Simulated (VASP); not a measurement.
# Li (Im-3m) in VASP: notebook

The runs below take Li through electric field gradients, with PBE.

Everything below comes from runs of VASP 6.6.1. Logs are shortened: lines on timing, memory, paths and dates and some standing lists are left out, and cuts for length are marked.

## Step 1: Starting point

The structure is cubic, space group Im-3m (No. 229). Conventional cell: a = 3.500 Å, b = 3.500 Å, c = 3.500 Å, α = 90.00°, β = 90.00°, γ = 90.00°. Li (site symmetry m-3m) has 8 Li at 3.03 Å as nearest neighbours.

## Step 2: Electric field gradients, PBE (volume scaled by 1.04, crystal datasets)

INCAR reads:

```
SYSTEM = Li
PREC = Accurate
ENCUT = 520
EDIFF = 1E-8
ISMEAR = -1
SIGMA = 0.05
LREAL = .False.
LASPH = .True.
NELM = 100
ALGO = Fast
ISIF = 2
LWAVE = .False.
LCHARG = .False.
GGA = PE
LEFG = .True.
NBANDS = 8
```

KPOINTS reads:

```
regular mesh
0
Gamma
  13 13 13
  0 0 0
```

POSCAR reads:

```
Li
1.0
   -1.7730289567      1.7730289567      1.7730289567
    1.7730289567     -1.7730289567      1.7730289567
    1.7730289567      1.7730289567     -1.7730289567
Li
1
Direct
    0.0000000000      0.0000000000      0.0000000000
```

Potentials or basis: VASP PAW PBE potentials, release 64 (Li_sv).

Started as:

```
$ cat potpaw_PBE.64/Li_sv/POTCAR > POTCAR
$ mpirun -np 1 vasp_std > vasp.out
```

OUTCAR:

```text
SYSTEM = Li
   PREC = Accurate
   ENCUT = 520
   EDIFF = 1E-8
   ISMEAR = -1
   LREAL = .False.
   LASPH = .True.
   NELM = 100
   ISIF = 2
   GGA = PE

 ion  position               nearest neighbor table
   1  0.000  0.000  0.000-

  LATTYP: Found a body centered cubic cell.
 ALAT       =     3.5460579134

  Lattice vectors:

 A1 = (  -1.7730289567,   1.7730289567,   1.7730289567)
 A2 = (   1.7730289567,  -1.7730289567,   1.7730289567)
 A3 = (   1.7730289567,   1.7730289567,  -1.7730289567)

Analysis of symmetry for initial positions (statically):
=====================================================================
 Subroutine PRICEL returns:
 Original cell was already a primitive cell.

 Routine SETGRP: Setting up the symmetry group for a
 body centered cubic supercell.

 Subroutine GETGRP returns: Found 48 space group operations
 (whereof 48 operations were pure point group operations)
 out of a pool of 48 trial point group operations.

The static configuration has the point symmetry O_h .

Analysis of symmetry for dynamics (positions and initial velocities):
=====================================================================
 Subroutine PRICEL returns:
 Original cell was already a primitive cell.

 Routine SETGRP: Setting up the symmetry group for a
 body centered cubic supercell.

 Subroutine GETGRP returns: Found 48 space group operations
 (whereof 48 operations were pure point group operations)
 out of a pool of 48 trial point group operations.

The dynamic configuration has the point symmetry O_h .

 Subroutine INISYM returns: Found 48 space group operations
 (whereof 48 operations are pure point group operations),
 and found     1 'primitive' translations

----------------------------------------------------------------------------------------

                                     Primitive cell

  volume of cell :      22.2950

  direct lattice vectors                    reciprocal lattice vectors
    -1.773028957  1.773028957  1.773028957     0.000000000  0.282003291  0.282003291
     1.773028957 -1.773028957  1.773028957     0.282003291  0.000000000  0.282003291
     1.773028957  1.773028957 -1.773028957     0.282003291  0.282003291  0.000000000

  length of vectors
     3.070976236  3.070976236  3.070976236     0.398812878  0.398812878  0.398812878

  position of ions in fractional coordinates (direct lattice)
     0.000000000  0.000000000  0.000000000

  ion indices of the primitive-cell ions
   primitive index   ion index
                 1           1

----------------------------------------------------------------------------------------

 KPOINTS: regular mesh

Automatic generation of k-mesh.
 Grid dimensions read from file:
 generate k-points for:   13   13   13

 Generating k-lattice:

  Cartesian coordinates                     Fractional coordinates (reciprocal lattice)
     0.000000000  0.021692561  0.021692561     0.076923077  0.000000000  0.000000000
     0.021692561  0.000000000  0.021692561     0.000000000  0.076923077  0.000000000
     0.021692561  0.021692561  0.000000000     0.000000000  0.000000000  0.076923077

  Length of vectors
     0.030677914  0.030677914  0.030677914

  Shift w.r.t. Gamma in fractional coordinates (k-lattice)
     0.000000000  0.000000000  0.000000000

 Subroutine IBZKPT returns following result:
 ===========================================

 Found     84 irreducible k-points:

 Following reciprocal coordinates:
            Coordinates               Weight
  0.000000  0.000000  0.000000      1.000000
  0.076923  0.000000  0.000000     12.000000
  0.153846  0.000000  0.000000     12.000000
  0.230769  0.000000  0.000000     12.000000
  0.307692  0.000000  0.000000     12.000000
  0.384615  0.000000  0.000000     12.000000
[... 16 lines left out ...]
  0.153846  0.076923  0.076923     24.000000
  0.230769  0.076923  0.076923     24.000000
 [... further k-points ...]
   k-points           NKPTS =     84   k-points in BZ     NKDIM =     84   number of bands    NBANDS=      8
   number of dos      NEDOS =    301   number of ions     NIONS =      1
   total plane-waves  NPLWV =  13824
   dimension x,y,z NGX =    24 NGY =   24 NGZ =   24
   dimension x,y,z NGXF=    48 NGYF=   48 NGZF=   48
   ions per type =               1
   NGX,Y,Z   is equivalent  to a cutoff of  12.99, 12.99, 12.99 a.u.
   NGXF,Y,Z  is equivalent  to a cutoff of  25.98, 25.98, 25.98 a.u.
 SYSTEM =  Li
   PREC   = accura    normal or accurate (medium, high low for compatibility)
   ISTART =      0    job   : 0-new  1-cont  2-samecut
   ICHARG =      2    charge: 1-file 2-atom 10-const
   ISPIN  =      1    spin polarized calculation?
   LNONCOLLINEAR =      F non collinear calculations
   LSORBIT =      F    spin-orbit coupling
   LASPH  =      T    aspherical Exc in radial PAW
   ENCUT  =  520.0 eV  38.22 Ry    6.18 a.u.   5.71  5.71  5.71*2*pi/ulx,y,z
   NELM   =    100;   NELMIN=  2; NELMDL= -5     # of ELM steps
   EDIFF  = 0.1E-07   stopping-criterion for ELM
   LREAL  =      F    real-space projection
   EDIFFG = 0.1E-06   stopping-criterion for IOM
   NSW    =      0    number of steps for IOM
   IBRION =     -1    ionic relax: 0-MD 1-quasi-New 2-CG
   NFREE  =      0    steps in history (QN), initial steepest desc. (CG)
   ISIF   =      2    stress and relaxation
   ISYM   =      2    0-nonsym 1-usesym 2-fastsym
   POTIM  = 0.5000    time-step for ionic-motion
   TEBEG  =    0.0;   TEEND  =   0.0 temperature during run
   PSTRESS=    0.0 pullay stress
   NELECT =       3.0000    total number of electrons
   NUPDOWN=      -1.0000    fix difference up-down
   EMIN   =  10.00;   EMAX   =-10.00  energy-range for DOS
   EFERMI =   0.00;   METHOD = LEGACY
   ISMEAR =    -1;   SIGMA  =   0.05  broadening in eV -4-tet -1-fermi 0-gaus
   EFERMI_NEDOS =   21; number of points for ismear=-14 and -15
   IALGO  =     68    algorithm
   IMIX   =      4    mixing-type and parameters
     AMIX     =   0.40;   BMIX     =  1.00
     AMIX_MAG =   1.60;   BMIX_MAG =  1.00
  volume/ion in A,a.u.               =      22.30       150.45
  Fermi-wavevector in a.u.,A,eV,Ry     =   0.838905  1.585300  9.575257  0.703762
  Thomas-Fermi vector in A             =   1.953036
   LORBIT       =      0    0 simple, 1 ext, 2 COOP (PROOUT), +10 PAW based schemes
   GGA     = PE    functional components
   LHFCALC =     F    Hartree Fock is set to
   AEXX    =    0.0000 exact exchange contribution
   IVDW    =     0    specifies the selected vdW correction
   LEPSILON=     F    determine dielectric tensor
   LRPA    =     F    only Hartree local field effects (RPA)
 non-spin polarized calculation
 RMM-DIIS sequential band-by-band and
  energy-cutoff  :      520.00
  volume of cell :       22.30
 maximum number of plane-waves:       613
   NGX = 11   NGY = 11   NGZ = 11

 number of electron       2.9999998 magnetization

 Free energy of the ion-electron system (eV)
  ---------------------------------------------------
  ext. energy  EPLUGINS =         0.00000000
  ---------------------------------------------------
  free energy    TOTEN  =        -1.89999556 eV

  energy without entropy =       -1.89613581  energy(sigma->0) =       -1.89806569

 E-fermi :   0.4216     XC(G=0):  -6.8167

 val. band max:        0.3934200264   @ k =  -0.3846   0.4615   0.0769
 cond. band min:       0.4588530587   @ k =   0.4615   0.0000   0.0000
 fundamental gap:      0.0654330323
 Fermi energy:         0.4215677274

 k-point     1 :       0.0000    0.0000    0.0000
  band No.  band energies     occupation
      1     -46.3255      2.00000
      2      -3.0637      2.00000
      3      14.0095      0.00000
      4      14.0095      0.00000
      5      14.0095      0.00000
      6      18.5911      0.00000
      7      18.5911      0.00000
      8      18.5911      0.00000

 k-point     2 :       0.0769    0.0000    0.0000
  band No.  band energies     occupation
      1     -46.3248      2.00000
      2      -2.9558      2.00000
      3      13.3028      0.00000
      4      13.5114      0.00000
      5      13.8326      0.00000
      6      17.2148      0.00000
      7      17.4162      0.00000
      8      18.7130      0.00000

 k-point     3 :       0.1538    0.0000    0.0000
  band No.  band energies     occupation
      1     -46.3227      2.00000
      2      -2.6313      2.00000
      3      11.3779      0.00000
      4      12.5486      0.00000
      5      13.3502      0.00000
      6      16.0515      0.00000
      7      16.2882      0.00000
      8      18.4269      0.00000

 k-point     4 :       0.2308    0.0000    0.0000
  band No.  band energies     occupation
      1     -46.3197      2.00000
      2      -2.0914      2.00000
      3       9.0733      0.00000
      4      11.6168      0.00000
      5      12.7279      0.00000
      6      14.9361      0.00000
      7      16.0238      0.00000
      8      18.7192      0.00000

 k-point     5 :       0.3077    0.0000    0.0000
  band No.  band energies     occupation
      1     -46.3166      2.00000
      2      -1.3437      2.00000
      3       6.8753      0.00000
      4      10.8708      0.00000
      5      12.1489      0.00000
      6      14.0947      0.00000
      7      16.0386      0.00000
      8      19.4325      0.00000
[... 177 lines left out ...]
 k-point    22 :       0.0769    0.0769    0.0769
  band No.  band energies     occupation
      1     -46.3215      2.00000
      2      -2.4154      2.00000
      3      11.4671      0.00000
      4      11.4671      0.00000
      5      11.5290      0.00000
      6      16.6947      0.00000
      7      16.6947      0.00000
      8      19.9076      0.00000

 k-point    23 :       0.1538    0.0769    0.0769
  band No.  band energies     occupation
      1     -46.3188      2.00000
      2      -1.8751      2.00000
      3       9.1711      0.00000
      4      10.5270      0.00000
      5      10.7538      0.00000
      6      16.7866      0.00000
      7      16.9615      0.00000
      8      19.7677      0.00000

 k-point    24 :       0.2308    0.0769    0.0769
  band No.  band energies     occupation
      1     -46.3160      2.00000
      2      -1.1241      2.00000
      3       6.9751      0.00000
      4       9.7751      0.00000
      5      10.1435      0.00000
      6      16.6037      0.00000
      7      17.1484      0.00000
      8      20.0597      0.00000

 [... further k-points ...]

------------------------ aborting loop because EDIFF is reached ----------------------------------------

  FORCE on cell =-STRESS in cart. coord.  units (eV):
  Direction    XX          YY          ZZ          XY          YZ          ZX
  --------------------------------------------------------------------------------------
  -------------------------------------------------------------------------------------
  Total       -0.1673397     -0.1673397     -0.1673397      0.0000000      0.0000000     -0.0000000
  in kB      -12.0254712    -12.0254712    -12.0254712      0.0000000      0.0000000     -0.0000000
  external PRESSURE =     -12.0254712 kB  Pullay stress =       0.0000000 kB

 VOLUME and BASIS-vectors are now :
 -----------------------------------------------------------------------------
  energy-cutoff  :      520.00
  volume of cell :       22.30
      direct lattice vectors                 reciprocal lattice vectors
    -1.773028957  1.773028957  1.773028957     0.000000000  0.282003291  0.282003291
     1.773028957 -1.773028957  1.773028957     0.282003291  0.000000000  0.282003291
     1.773028957  1.773028957 -1.773028957     0.282003291  0.282003291  0.000000000

 POSITION                                       TOTAL-FORCE (eV/Angst)
 -----------------------------------------------------------------------------------
      0.00000      0.00000      0.00000         0.000000     -0.000000     -0.000000
 -----------------------------------------------------------------------------------
    total drift:                               -0.000000      0.000000     -0.000000

  FREE ENERGIE OF THE ION-ELECTRON SYSTEM (eV)
  ---------------------------------------------------
  free  energy   TOTEN  =        -1.8999955622 eV

  energy  without entropy=       -1.8961358121  energy(sigma->0) =       -1.89806569

 Electric field gradients (V/A^2)
---------------------------------------------------------------------
 ion       V_xx      V_yy      V_zz      V_xy      V_xz      V_yz
---------------------------------------------------------------------
   1      -0.000    -0.000    -0.000     0.001     0.001     0.001
---------------------------------------------------------------------

 Electric field gradients after diagonalization (V/A^2)
 (convention: |V_zz| > |V_xx| > |V_yy|)
----------------------------------------------------------------------
 ion       V_xx      V_yy      V_zz     asymmetry (V_yy - V_xx)/ V_zz
----------------------------------------------------------------------
   1      -0.001    -0.001     0.002       0.000
----------------------------------------------------------------------

           NMR quadrupolar parameters

 Cq : quadrupolar parameter    Cq=e*Q*V_zz/h
 eta: asymmetry parameters     (V_yy - V_xx)/ V_zz
 Q  : nuclear electric quadrupole moment in mb (millibarn)
----------------------------------------------------------------------
 ion       Cq(MHz)       eta       Q (mb)
----------------------------------------------------------------------
   1       0.000       0.000       1.000
----------------------------------------------------------------------
```

It took 12 s on 1 thread of Intel Xeon Platinum 8488C (Sapphire Rapids), shared host; peak memory 0.13 GiB.

Results:

```yaml
Free_energy: -1.9000 eV
Band_gap_on_the_k_mesh: none (metal or under the smearing width)
```

Levels at points of the mesh, in eV from the Fermi level:
```csv
k point,band 1,band 2,band 3,band 4,band 5,band 6
"(0.00, 0.00, 0.00)",-46.75,-3.49,13.59,13.59,13.59,18.17
```

Electric field gradients, principal values (V/Å²):
| atom | Vxx | Vyy | Vzz |
| --- | --- | --- | --- |
| 1 Li | -0.001 | -0.001 | 0.002 |

Caveat: the cutoff is under 1.25 times the usual one of these potentials, so pressure, stress and relaxed cells hold a basis-set (Pulay) error.

## Step 3: Electric field gradients, PBE

INCAR reads:

```
  PREC = Accurate
  ENCUT = 520
  EDIFF = 1E-8
  ISMEAR = -1
  SIGMA = 0.05
  LREAL = F
  LASPH = T
  NELM = 100
  ALGO = Fast
  ISIF = 2
  LWAVE = F
  LCHARG = F
  GGA = PE
  LEFG = T
  NBANDS = 8
```

KPOINTS reads:

```
regular mesh
0
Gamma
  13 13 13
```

POSCAR reads:

```
Li
1.0
   -1.7500000000      1.7500000000      1.7500000000
    1.7500000000     -1.7500000000      1.7500000000
    1.7500000000      1.7500000000     -1.7500000000
Li
1
Direct
    0.0000000000      0.0000000000      0.0000000000
```

Potentials or basis: VASP PAW PBE potentials, release 64 (Li_sv).

Started as:

```
$ cat potpaw_PBE.64/Li_sv/POTCAR > POTCAR
$ mpirun -np 1 vasp_std > vasp.out
```

OUTCAR:

```text
PREC = Accurate
   ENCUT = 520
   EDIFF = 1E-8
   ISMEAR = -1
   LREAL = F
   LASPH = T
   NELM = 100
   ISIF = 2
   GGA = PE

 ion  position               nearest neighbor table
   1  0.000  0.000  0.000-

  LATTYP: Found a body centered cubic cell.
 ALAT       =     3.5000000000

  Lattice vectors:

 A1 = (  -1.7500000000,   1.7500000000,   1.7500000000)
 A2 = (   1.7500000000,  -1.7500000000,   1.7500000000)
[... 471 lines left out ...]
    total drift:                               -0.000000      0.000000     -0.000000

  FREE ENERGIE OF THE ION-ELECTRON SYSTEM (eV)
  ---------------------------------------------------
  free  energy   TOTEN  =        -1.9048327006 eV

  energy  without entropy=       -1.9010536079  energy(sigma->0) =       -1.90294315

 Electric field gradients (V/A^2)
---------------------------------------------------------------------
 ion       V_xx      V_yy      V_zz      V_xy      V_xz      V_yz
---------------------------------------------------------------------
   1      -0.000    -0.000     0.000     0.004     0.004     0.004
---------------------------------------------------------------------

 Electric field gradients after diagonalization (V/A^2)
 (convention: |V_zz| > |V_xx| > |V_yy|)
----------------------------------------------------------------------
 ion       V_xx      V_yy      V_zz     asymmetry (V_yy - V_xx)/ V_zz
----------------------------------------------------------------------
   1      -0.004    -0.004     0.008       0.000
----------------------------------------------------------------------

           NMR quadrupolar parameters

 Cq : quadrupolar parameter    Cq=e*Q*V_zz/h
 eta: asymmetry parameters     (V_yy - V_xx)/ V_zz
 Q  : nuclear electric quadrupole moment in mb (millibarn)
----------------------------------------------------------------------
 ion       Cq(MHz)       eta       Q (mb)
----------------------------------------------------------------------
   1       0.000       0.000       1.000
----------------------------------------------------------------------
```

OSZICAR:

```text
N       E                     dE             d eps       ncg     rms          rms(c)
DAV:   1    -0.452786003654E-01   -0.45279E-01   -0.67824E+02  1368   0.257E+02
DAV:   2    -0.188434597030E+01   -0.18391E+01   -0.17986E+01  1904   0.349E+01
DAV:   3    -0.190631675637E+01   -0.21971E-01   -0.21967E-01  1552   0.310E+00
[... 15 lines left out ...]
RMM:  19    -0.190483285074E+01    0.22865E-07    0.62934E-10  1029   0.281E-04    0.318E-04
RMM:  20    -0.190483269450E+01    0.15624E-06    0.53990E-10  1194   0.380E-04    0.115E-05
RMM:  21    -0.190483271311E+01   -0.18608E-07   -0.87413E-09  1050   0.313E-04    0.343E-05
RMM:  22    -0.190483270189E+01    0.11223E-07    0.88247E-10   967   0.211E-04    0.185E-05
RMM:  23    -0.190483270056E+01    0.13306E-08   -0.86080E-10   884   0.198E-04
   1 F= -.19048327E+01 E0= -.19029432E+01  d E =-.377909E-02
```

stdout:

```text
POSCAR found type information on POSCAR Li
[... 29 lines left out ...]
 num prob  num prob  num prob  num prob  num prob  num prob  num prob  num prob  num prob  num prob  num prob  num prob  num prob  num prob  num prob  num prob  num prob  num prob  num prob  num prob  num prob  num prob  num prob  num prob  num prob  num prob  num prob  num prob  num prob  num prob  num prob  num prob  num prob  num prob  num prob  num prob  num prob  num prob  num prob  num prob  num prob  num prob  num prob  num prob  num prob  num prob  num prob  num prob  num prob  num prob  num prob  num prob  num prob  num prob  num prob  num prob  num prob  num prob  num prob  num prob  num prob  num prob  num prob  num prob  num prob  num prob  num prob  num prob  num prob  num prob  num prob  num prob  num prob  num prob  num prob  num prob  num prob  num prob
```

It took 12 s on 1 thread of Intel Xeon Platinum 8488C (Sapphire Rapids), shared host; peak memory 0.13 GiB.

Results:

```yaml
Free_energy: -1.9048 eV
Band_gap_on_the_k_mesh: none (metal or under the smearing width)
```

Electric field gradients, principal values (V/Å²):
| atom | Vxx | Vyy | Vzz |
| --- | --- | --- | --- |
| 1 Li | -0.004 | -0.004 | 0.008 |

Caveat: the cutoff is under 1.25 times the usual one of these potentials, so pressure, stress and relaxed cells hold a basis-set (Pulay) error.
